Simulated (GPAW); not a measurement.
# ZnO (zincite) (P6_3mc) in GPAW: notebook

One crystal, ZnO (zincite), is run at these levels: BLYP, PBEsol+D4; tasks: relaxation of cell and atoms.

Program: GPAW 26.7.0. These are calculated values, not measurements. Logs are shortened: lines on timing, memory, paths and dates and some standing lists are left out, and cuts for length are marked. The log counts tension as positive stress, the text compression.

### Step 1. The crystal as given

The structure is hexagonal, space group P6_3mc (No. 186). Conventional cell: a = 3.249 Å, b = 3.249 Å, c = 5.206 Å, α = 90.00°, β = 90.00°, γ = 120.00°. Around Zn (site symmetry 3m) lie 4 O at 1.97 to 1.98 Å. Around O (site symmetry 3m) lie 4 Zn at 1.97 to 1.98 Å.

### Step 2. Relaxation of cell and atoms, BLYP

run.py reads:

```python
from ase.filters import FrechetCellFilter
from ase.io import read, write
from ase.optimize import BFGS
from gpaw import GPAW, PW, setup_paths

setup_paths.insert(0, '.')

atoms = read('ZnO.cif')

calc = GPAW(mode=PW(800),
            xc='BLYP',
            kpts={'size': (6, 6, 3), 'gamma': True},
            occupations={'name': 'fermi-dirac', 'width': 0.05},
            nbands=31,
            convergence={'density': 1e-06, 'energy': 1e-06, 'eigenstates': 1e-10},
            eigensolver='davidson',
            maxiter=150,
            txt='gpaw.txt')
atoms.calc = calc
opt = BFGS(FrechetCellFilter(atoms), trajectory='relax.traj', logfile='-')
done = opt.run(fmax=0.05, steps=60)
calc.write('gs.gpw')
write('result.traj', atoms)
print('Converged:', done)
print('Cell:', atoms.cell.cellpar().round(4))
print('Volume:', round(atoms.get_volume(), 4))
print(atoms.get_scaled_positions().round(5))
```

ZnO.cif reads:

```cif
data_ZnO
_cell_length_a 3.24930800
_cell_length_b 3.24930800
_cell_length_c 5.20570900
_cell_angle_alpha 90.00000000
_cell_angle_beta 90.00000000
_cell_angle_gamma 120.00000000
_space_group_name_H-M_alt 'P1'
_space_group_name_Hall 'P 1'
_space_group_IT_number 1
loop_
_space_group_symop_operation_xyz
'x,y,z'
loop_
_atom_site_label
_atom_site_type_symbol
_atom_site_symmetry_multiplicity
_atom_site_Wyckoff_symbol
_atom_site_fract_x
_atom_site_fract_y
_atom_site_fract_z
_atom_site_occupancy
Zn1 Zn 1 a 0.6666666667 0.3333333333 0.0000000000 1
Zn2 Zn 1 a 0.3333333333 0.6666666667 0.5000000000 1
O1 O 1 a 0.3333333333 0.6666666667 0.8790100000 1
O2 O 1 a 0.6666666667 0.3333333333 0.3790100000 1
```

Potentials or basis: PAW data sets generated in the run's folder for this functional, pw.

The run is started by

```sh
> gpaw-setup -f BLYP O Zn
> OMP_NUM_THREADS=1 python run.py
```

gpaw.txt:

```text
__  _  _
 | _ |_)|_||  |
 |__||  | ||/\| - 26.7.0

Input parameters:
  mode=PW(ecut=800.0),
  convergence={'density': 1e-06, 'energy': 1e-06, 'eigenstates': 1e-10},
  eigensolver=Davidson(niter=2),
  kpts=MonkhorstPack(size=(6, 6, 3), gamma=True),
  maxiter=150,
  nbands=31,
  occupations=Occupations(name='fermi-dirac', width=0.05),
  xc=XC(name='BLYP')

Diagonalizing LCAO Hamiltonian
Converting LCAO to pw mode

        O

        Zn

           O

           Zn

Atoms  # Å, Bohr magnetons
|   | symbol |         x |        y |        z |    initial magnetic moments |
|---|--------|-----------|----------|----------|-----------------------------|
| 0 |     Zn |  1.624654 | 0.937994 | 0.000000 | ( 0.0000,  0.0000,  0.0000) |
| 1 |     Zn | -0.000000 | 1.875989 | 2.602854 | ( 0.0000,  0.0000,  0.0000) |
| 2 |      O | -0.000000 | 1.875989 | 4.575870 | ( 0.0000,  0.0000,  0.0000) |
| 3 |      O |  1.624654 | 0.937994 | 1.973016 | ( 0.0000,  0.0000,  0.0000) |

Unit cell  # Å
| periodic |         x |        y |        z |  lengths |     angles |
|----------|-----------|----------|----------|----------|------------|
|      yes |  3.249308 | 0.000000 | 0.000000 | 3.249308 |  90.000000 |
|      yes | -1.624654 | 2.813983 | 0.000000 | 3.249308 |  90.000000 |
|      yes |  0.000000 | 0.000000 | 5.205709 | 5.205709 | 120.000000 |

Number of symmetries: 6
Symmetry operations  # r_c * U_cc + t_c -> r_c
|   | kind |            matrix            |
|---|------|------------------------------|
| 0 |  σ   |  1, 1, 0,  0,-1, 0,  0, 0, 1 |
| 1 |  E   |  1, 0, 0,  0, 1, 0,  0, 0, 1 |
| 2 |  C3  |  0, 1, 0, -1,-1, 0,  0, 0, 1 |
| 3 |  σ   |  0,-1, 0, -1, 0, 0,  0, 0, 1 |
| 4 |  σ   | -1, 0, 0,  1, 1, 0,  0, 0, 1 |
| 5 |  C3  | -1,-1, 0,  1, 0, 0,  0, 0, 1 |

BZ-sampling:
  Number of BZ points: 108
  Number of IBZ points: 17

  Monkhorst-Pack size: [6, 6, 3]
  Monkhorst-Pack shift: [0.08333333333333333, 0.08333333333333333, 0.0]

K-points  # in reciprocal-cell coordinates
|     |                                coordinates |     weight |
|-----|--------------------------------------------|------------|
|   0 | (  0.00000000,   0.00000000,   0.00000000) | 0.00925926 |
|   1 | (  0.00000000,   0.00000000,   0.33333333) | 0.01851852 |
|   2 | (  0.16666667,   0.00000000,  -0.33333333) | 0.05555556 |
|   3 | (  0.16666667,   0.00000000,   0.00000000) | 0.05555556 |
|   4 | (  0.16666667,   0.00000000,   0.33333333) | 0.05555556 |
|   5 | (  0.33333333,  -0.16666667,   0.00000000) | 0.05555556 |
|   6 | (  0.33333333,  -0.16666667,   0.33333333) | 0.11111111 |
|   7 | (  0.33333333,   0.00000000,  -0.33333333) | 0.05555556 |
|   8 | (  0.33333333,   0.00000000,   0.00000000) | 0.05555556 |
|   9 | (  0.33333333,   0.00000000,   0.33333333) | 0.05555556 |
| ... |                                            |            |
|  16 | (  0.50000000,   0.50000000,   0.33333333) | 0.05555556 |

Plane wave coefficients: 2461
Cutoff: 800.0 eV

Spin-components: 1 (collinear spins)
Bands:           31
Projectors:      22
Spin-degeneracy: 2
Datatype:        complex128

Parallelization:
  kpt:    1
  domain: 1
  band:   1

Density:
  Valence electrons: 36.0
  Components: 1
  Grid points: [24 24 35]
  Charge: 0.0  # |e|

Potential:
  Grid points: [24 24 35]

species:
  Zn:
    name:    Zinc
    Z:       30.0
    valence: 12
    core:    18
    charge:  0.0  # [|e|]
    compensation charges:
      type: gauss
      rc: 0.37  # [Å]
      lmax: 2
    cutoffs:
      filter: 2.14  # [Å]
      core: 2.28  # [Å]
    projectors
    | kind |    occ | energy [eV] | rcut [Å] |
    |------|--------|-------------|----------|
    |   4s |  2.000 |      -5.960 |    1.286 |
    |   4p |  0.000 |      -1.110 |    1.270 |
    |   3d | 10.000 |     -10.055 |    1.180 |
    |    s |        |      21.251 |    1.286 |
[... 9 lines left out ...]
    core:    2
    charge:  0.0  # [|e|]
    compensation charges:
      type: gauss
      rc: 0.21  # [Å]
      lmax: 2
    cutoffs:
      filter: 1.17  # [Å]
      core: 0.83  # [Å]
    projectors
    | kind |    occ | energy [eV] | rcut [Å] |
    |------|--------|-------------|----------|
    |   2s |  2.000 |     -23.831 |    0.688 |
    |   2p |  4.000 |      -9.023 |    0.598 |
    |    s |        |       3.380 |    0.688 |
    |    p |        |      18.189 |    0.598 |
    |    d |        |       0.000 |    0.619 |

    Using partial waves for O as LCAO basis

Reference energy: -101829.030228  # eV

eigensolver:
  Davidson
  Converge bands: occupied
  niter=2

density mixing:
  MSR1-Mixer
  Pratt-step length: 0.05
  Maximum mixing coefficient: 0.75
  Old densities: 10
  SVD Regularization: 0.005
  Good broyden scale: 1.0
  Trust region scale: 1.0
  Backstep threshold: 4.0
  History deletion threshold: 6.0
  Fourier metric: weight=20.0, sigma=0.015

occupation numbers:
  Fermi-Dirac:
    width: 0.0500  # eV

poisson solver:
  ecut: 6400.0  # eV

xc functional:
  name: BLYP with 2 nearest neighbor stencil

convergence criteria:
- Maximum integral of absolute [dens]ity change: 1e-06 electrons / valence electron
- Maximum [total energy] change in last 3 cyles: 1e-06 eV / valence electron
- Maximum integral of absolute [eigenst]ate change: 1e-10 eV^2 / valence electron
maximum number of iterations: 150

SCF iterations
|iter     | |      energy | eigst |  dens |
|---------|-|-------------|-------|-------|
|iter:   1| |  -20.637707 | +0.13 |       |
|iter:   2| |  -19.612425 | -0.68 | -0.95 |
|iter:   3| |  -17.019369 | -0.32 | -1.01 |
|iter:   4| |  -17.028858 | -1.90 | -1.62 |
|iter:   5| |  -17.024443 | -2.93 | -1.83 |
|iter:   6| |  -17.021257 | -3.79 | -2.60 |
|iter:   7| |  -17.021282 | -5.06 | -3.32 |
|iter:   8| |  -17.021284c| -5.69 | -3.66 |
|iter:   9| |  -17.021282c| -6.23 | -4.09 |
|iter:  10| |  -17.021282c| -7.32 | -4.76 |
|iter:  11| |  -17.021282c| -8.11 | -5.12 |
|iter:  12| |  -17.021282c| -9.22 | -5.79 |
|iter:  13| |  -17.021282c|-10.46c| -6.27c|

Converged in 13 steps
Energy contributions relative to reference atoms: (reference = -101829.030228)

Energy contributions:
  Kinetic:          54.866858
  Coulomb:         -47.926970
  Zero:              0.284214
  External:          0.000000
  Xc:              -24.245382
  Entropy:          -0.000003
  Spinorbit:         0.000000
  ----------------------------
  Free energy:     -17.021283
  Extrapolated:    -17.021282

dipole moment: (-0.000003, 0.000003, -8.325767)  # |e|*Ang

Fermi level: 4.729
Eigenvalues  # (at kpt = [0.000, 0.000, 0.000])
| band index |      eig [eV] | occ [0-2] |
|------------|---------------|-----------|
|          0 |       -13.744 |     2.000 |
|        ... |               |           |
|         10 |        -0.083 |     2.000 |
|         11 |        -0.083 |     2.000 |
|         12 |         0.182 |     2.000 |
|         13 |         3.425 |     2.000 |
|         14 |         3.425 |     2.000 |
|         15 |         4.163 |     2.000 |
[... 8 lines left out ...]
|         24 |        18.375 |     0.000 |
|         25 |        18.375 |     0.000 |
|        ... |               |           |
|         30 |        24.363 |     0.000 |

Gap: 0.942 eV
Transition (v -> c):
  (s=0, k=0, n=17, [0.00, 0.00, 0.00]) -> (s=0, k=0, n=18, [0.00, 0.00, 0.00])
No difference between direct/indirect transitions

Stress tensor  # eV/Ang^3
|         x |         y |         z |
|-----------|-----------|-----------|
| -0.041610 |  0.000000 |  0.000000 |
|  0.000000 | -0.041610 |  0.000000 |
|  0.000000 |  0.000000 | -0.054217 |

Forces  # eV/Ang
|        x |        y |        z |
|----------|----------|----------|
| -0.00000 |  0.00000 | -0.06350 |  # Zn   0
|  0.00000 |  0.00000 | -0.06322 |  # Zn   1
| -0.00000 |  0.00000 |  0.06391 |  # O    2
|  0.00000 | -0.00000 |  0.06284 |  # O    3
[... 379 lines left out ...]
eigensolver:
  Davidson
  Converge bands: occupied
  niter=2

density mixing:
  MSR1-Mixer
  Pratt-step length: 0.05
  Maximum mixing coefficient: 0.75
  Old densities: 10
  SVD Regularization: 0.005
  Good broyden scale: 1.0
  Trust region scale: 1.0
  Backstep threshold: 4.0
  History deletion threshold: 6.0
  Fourier metric: weight=20.0, sigma=0.015

occupation numbers:
  Fermi-Dirac:
    width: 0.0500  # eV

poisson solver:
  ecut: 6400.0  # eV

xc functional:
  name: BLYP with 2 nearest neighbor stencil

convergence criteria:
- Maximum integral of absolute [dens]ity change: 1e-06 electrons / valence electron
- Maximum [total energy] change in last 3 cyles: 1e-06 eV / valence electron
- Maximum integral of absolute [eigenst]ate change: 1e-10 eV^2 / valence electron
maximum number of iterations: 150

SCF iterations
|iter     | |      energy | eigst |  dens |
|---------|-|-------------|-------|-------|
|iter:   1| |  -17.319032 |       |       |
|iter:   2| |  -17.254442 | -2.35 | -1.58 |
|iter:   3| |  -17.092387 | -2.14 | -1.63 |
|iter:   4| |  -17.080584 | -2.95 | -2.27 |
|iter:   5| |  -17.080434 | -3.90 | -2.66 |
|iter:   6| |  -17.080739 | -3.86 | -2.86 |
|iter:   7| |  -17.080776 | -5.34 | -3.62 |
|iter:   8| |  -17.080775 | -6.69 | -4.18 |
|iter:   9| |  -17.080775c| -7.71 | -4.61 |
|iter:  10| |  -17.080775c| -8.15 | -4.85 |
|iter:  11| |  -17.080775c| -9.14 | -5.54 |
|iter:  12| |  -17.080775c| -9.87 | -6.07c|
|iter:  13| |  -17.080775c|-11.39c| -6.72c|

Converged in 13 steps
Energy contributions relative to reference atoms: (reference = -101829.030228)

Energy contributions:
  Kinetic:          47.342247
  Coulomb:         -41.924437
  Zero:              0.302626
  External:          0.000000
  Xc:              -22.801208
  Entropy:          -0.000006
  Spinorbit:         0.000000
  ----------------------------
  Free energy:     -17.080778
  Extrapolated:    -17.080775

dipole moment: (-0.000003, 0.000002, 11.179082)  # |e|*Ang

Fermi level: 4.118
Eigenvalues  # (at kpt = [0.000, 0.000, 0.000])
| band index |      eig [eV] | occ [0-2] |
|------------|---------------|-----------|
|          0 |       -13.932 |     2.000 |
|        ... |               |           |
|         10 |        -0.603 |     2.000 |
|         11 |        -0.603 |     2.000 |
|         12 |        -0.329 |     2.000 |
|         13 |         2.946 |     2.000 |
|         14 |         2.946 |     2.000 |
|         15 |         3.590 |     2.000 |
[... 8 lines left out ...]
|         24 |        17.482 |     0.000 |
|         25 |        17.482 |     0.000 |
|        ... |               |           |
|         30 |        23.431 |     0.000 |

Gap: 0.850 eV
Transition (v -> c):
  (s=0, k=0, n=17, [0.00, 0.00, 0.00]) -> (s=0, k=0, n=18, [0.00, 0.00, 0.00])
No difference between direct/indirect transitions

Stress tensor  # eV/Ang^3
|         x |         y |         z |
|-----------|-----------|-----------|
| -0.002976 |  0.000000 |  0.000000 |
|  0.000000 | -0.002976 | -0.000000 |
|  0.000000 | -0.000000 | -0.004020 |

Forces  # eV/Ang
|        x |        y |        z |
|----------|----------|----------|
|  0.00000 |  0.00000 |  0.04491 |  # Zn   0
| -0.00000 | -0.00000 |  0.04498 |  # Zn   1
|  0.00000 |  0.00000 | -0.04518 |  # O    2
|  0.00000 | -0.00000 | -0.04479 |  # O    3

Interpolating wave functions to new cell

        O

        Zn

           O
[... 189 lines left out ...]
dipole moment: (-0.000003, 0.000002, 11.187637)  # |e|*Ang

Fermi level: 4.075
Eigenvalues  # (at kpt = [0.000, 0.000, 0.000])
| band index |      eig [eV] | occ [0-2] |
|------------|---------------|-----------|
|          0 |       -13.946 |     2.000 |
|        ... |               |           |
|         10 |        -0.641 |     2.000 |
|         11 |        -0.641 |     2.000 |
|         12 |        -0.367 |     2.000 |
|         13 |         2.909 |     2.000 |
|         14 |         2.909 |     2.000 |
|         15 |         3.551 |     2.000 |
[... 8 lines left out ...]
|         24 |        17.419 |     0.000 |
|         25 |        17.419 |     0.000 |
|        ... |               |           |
|         30 |        23.369 |     0.000 |

Gap: 0.844 eV
Transition (v -> c):
  (s=0, k=0, n=17, [0.00, 0.00, 0.00]) -> (s=0, k=0, n=18, [0.00, 0.00, 0.00])
No difference between direct/indirect transitions

Stress tensor  # eV/Ang^3
|         x |         y |         z |
|-----------|-----------|-----------|
| -0.000227 |  0.000000 |  0.000000 |
|  0.000000 | -0.000227 |  0.000000 |
|  0.000000 |  0.000000 | -0.001222 |

Forces  # eV/Ang
|        x |        y |        z |
|----------|----------|----------|
|  0.00000 |  0.00000 |  0.04320 |  # Zn   0
| -0.00000 | -0.00000 |  0.04323 |  # Zn   1
|  0.00000 | -0.00000 | -0.04347 |  # O    2
| -0.00000 | -0.00000 | -0.04315 |  # O    3

# Writing to gs.gpw (mode='')
```

Wall time 2.7 min (1 thread of Intel Xeon Platinum 8175M at 2.50GHz (Skylake/Cascade Lake), shared host); peak memory 0.23 GiB.

Results:

```yaml
Free_energy: -17.0813 eV
Relaxed_volume: 12.54 Å³/atom
Relaxed_cell: a = 3.302 Å, b = 3.302 Å, c = 5.315 Å, α = 90.00°, β = 90.00°, γ = 120.00°
Space_group_after_relaxing_to_0.05_Å: P6_3mc (No. 186)
Energy_gained_by_relaxing: 15.0 meV/atom
Ionic_steps: 4
Pressure_after_relaxing: 0.1 GPa
Largest_force_after_relaxing: 0.043 eV/Å
Band_gap_on_the_k_mesh: 0.84 eV, direct
```

Forces in eV/Å, atoms in the order of the input:
```
Zn   0.000  0.000  0.043
Zn   0.000  0.000  0.043
O    0.000  0.000 -0.043
O    0.000  0.000 -0.043
```

The path:
```
step  energy change (eV)  largest force (eV/Å)  pressure (GPa)  volume (Å³)
   1              0.0000                0.0639            7.34        47.60
   2             -0.0126                0.0454            6.45        47.88
   3             -0.0595                0.0452            0.53        50.00
   4             -0.0601                0.0435            0.09        50.18
```

Final structure:
```
Zn O
1.0
     3.30178    0.00000    0.00000
    -1.65089    2.85942    0.00000
     0.00000    0.00000    5.31458
Zn O
2 2
Cartesian
  1.6509 0.9531 -0.0061
  0.0000 1.9063 2.6512
  0.0000 1.9063 4.6778
  1.6509 0.9531 2.0203
```

Caveat: the k mesh is coarse; later steps reuse the first step's grids. BLYP gives volumes clearly too large for solids.

(Continued in part 2 of 2.)
